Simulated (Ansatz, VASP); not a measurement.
## MgS (Niningerite): VASP beside Ansatz

INCAR

```
SYSTEM = MgS
PREC = Accurate
ENCUT = 600
EDIFF = 1E-7
ISMEAR = -1
SIGMA = 0.05
LREAL = .False.
LASPH = .True.
NELM = 100
ALGO = Normal
ISIF = 3
LWAVE = .False.
LCHARG = .False.
GGA = PS
IVDW = 12
IBRION = 2
NSW = 60
EDIFFG = -0.01
```

Contents of KPOINTS:

```
regular mesh
0
Gamma
  9 9 9
  0 0 0
```

The input POSCAR:

```
MgS
1.0
    0.0000000000      2.6016500000      2.6016500000
    2.6016500000      0.0000000000      2.6016500000
    2.6016500000      2.6016500000      0.0000000000
S Mg
1 1
Direct
    0.5000000000      0.5000000000      0.5000000000
    0.0000000000      0.0000000000      0.0000000000
```

The input input.yaml:

```yaml
crystal:
  lattice:
    - [0.0, 2.60165, 2.60165]
    - [2.60165, 0.0, 2.60165]
    - [2.60165, 2.60165, 0.0]
  atoms:
    - { symbol: S, position: [0.5, 0.5, 0.5] }
    - { symbol: Mg, position: [0.0, 0.0, 0.0] }
hamiltonian:
  xc: pbesol
  pseudopotentials: { kind: paw }
  dispersion: d3bj
kpoints:
  mp_grid: { grid: [9, 9, 9] }
scf:
  occupations: { method: fermi_dirac, width: 0.05 }
output:
  forces: true
  stress: true
  eigenvalues: true
  write_density: true
  write_potential: true
  elf: true
  volumetric_format: npy
relax:
  f_tol: 0.01
  max_steps: 40
  cell: { stress_tol: 0.05 }
```

Alike in both runs: task relaxation of cell and atoms; functional PBEsol; dispersion D3(BJ); k mesh 9 × 9 × 9; occupations fermi-dirac, width 0.05 eV; no spin polarisation.

|  | VASP | Ansatz |
| --- | --- | --- |
| version | VASP 6.6.1 | Ansatz 0.2.0 |
| potentials or method | VASP PAW PBE potentials, release 64 (S, Mg) | Ansatz PAW |
| plane-wave cutoff (eV) | 600 | 420 |
| valence electrons in the cell | 8 | 16 |

|  | VASP | Ansatz | Ansatz less VASP |
| --- | --- | --- | --- |
| gap on the k mesh at the Fermi level, each at its own relaxed structure (eV) | 2.94 | 2.93 | -0.010 |
| relaxed volume (Å³/atom) | 16.73 | 16.76 | +0.033 |
| relaxed cell length with the largest relative difference (Å) | 3.617 | 3.619 | +0.0024 |
| energy change over the relaxation (meV/atom) | -11 | -10 | +0.9 |

The two sets of potentials don't hold the same shells in valence.

Caveats: the PAW data sets were made with another functional, which shifts forces and pressure a little (VASP); an odd mesh through Γ misses points on the zone boundary, where band edges often lie (VASP); odd divisions of the mesh miss points on the zone boundary, where band edges often lie, so the gap on the mesh can be too wide (Ansatz); the plane-wave basis is chosen anew once the cell has moved, so the energies of steps on either side of that aren't comparable (Ansatz); the PAW data sets come from PBE, with cores solved anew for the run's functional, which leaves a small shift of forces and pressure (Ansatz). PBEsol gaps usually lie below the measured ones, often by a third to a half.
